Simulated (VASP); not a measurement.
Write the native input for VASP 6.6.1 that does the following.

| Property | Result |
| --- | --- |
| Task | single point |
| Functional | PBE |
| Potentials or basis | VASP PAW PBE potentials, release 64 (Mg, O) |
| Cutoff | 520 eV |
| k mesh | 10 × 10 × 10 |
| Occupations | fermi-dirac, width 0.05 eV |
| Spin | no spin polarisation |
| Further INCAR settings | ALGO = Normal; EDIFF = 1e-07; NBANDS = 11 |

The structure of MgO lies in POSCAR:

```
MgO
1.0
    2.9380209034      0.0000000000      0.0000000000
   -1.4690104517      2.5444007392      0.0000000000
    0.0000000000      0.0000000000      2.6796800000
Mg O
1 1
Direct
    0.0089360000      0.0030280000      0.0028050000
    0.3401990000      0.6577370000      0.5028030000
```

The cell comes from a database or a generator and needn't be the stable form of this composition.

The cell isn't the ideal one: atoms moved at random, drawn with an rms of 0.05 Å.

The input as run:

INCAR

```
ALGO = Normal ; EDIFF = 1E-7
ENCUT = 520 ; GGA = PE
ISIF = 2 ; ISMEAR = -1
LASPH = True ; LCHARG = False
LREAL = False ; LWAVE = False
NBANDS = 11 ; NELM = 100
PREC = Accurate ; SIGMA = 0.05
```

KPOINTS

```
k-points
0
Gamma
  10 10 10
```

Potentials or basis: VASP PAW PBE potentials, release 64 (Mg, O).

Launch:

```bash
$ cat potpaw_PBE.64/Mg/POTCAR potpaw_PBE.64/O/POTCAR > POTCAR
$ mpirun -np 1 vasp_std > vasp.out
```

It gave:

```
Pressure               : -0.6 GPa
Largest force          : 0.115 eV/Å
Band gap on the k mesh : 3.00 eV, indirect (least direct gap 3.40 eV)
```

It took 22 s on 1 thread of Intel(R) Xeon(R) Platinum 8488C (Sapphire Rapids), with other jobs on the host, peak memory 0.19 GiB.
